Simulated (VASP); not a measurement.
The cell holds one ZnTe (zinc blende) (110) slab, with vacuum along c, ions free to move until forces fall under 0.03 eV/Å, no reconstruction beyond this cell, dipole correction on. Ionisation potential and electron affinity count from the cell's own band edges, surface states included.

```
CELL_PARAMETERS angstrom
      6.18540     0.00000     0.00000
      0.00000     4.37374     0.00000
      0.00000     0.00000    28.33122
ATOMIC_POSITIONS crystal
  Zn 0.94384 0.00000 0.67424
  Zn 0.51879 0.50000 0.62050
  Zn 0.01447 0.00000 0.53650
  Zn 0.51447 0.50000 0.46350
  Zn 0.01879 0.00000 0.37950
  Zn 0.44384 0.50000 0.32576
  Te 0.26677 0.00000 0.61440
  Te 0.74409 0.50000 0.70044
  Te 0.26205 0.00000 0.45954
  Te 0.76205 0.50000 0.54046
  Te 0.24409 0.00000 0.29956
  Te 0.76677 0.50000 0.38560
```

These are PBE GGA, VASP's PBE PAW potentials (set 64) (plane waves; VASP) values and carry that method's errors. Run with 400 eV cut-off, 4×5×1 Γ-centred mesh, Gaussian smearing of 0.050 eV, potentials Zn Te.

Slab and bulk use different k-meshes, so the surface energy is good to a few per cent at best. Unless said otherwise, spin-orbit coupling is left out, though it shifts the bands of the heavy elements here.

- surface energy: 0.25 J/m²
- ionisation potential: 5.18 eV
- electron affinity: 3.67 eV
- band gap (on the k-mesh): 1.51 eV

The cell is a thin slab with vacuum, built from ZnTe (zinc blende): (110) face.
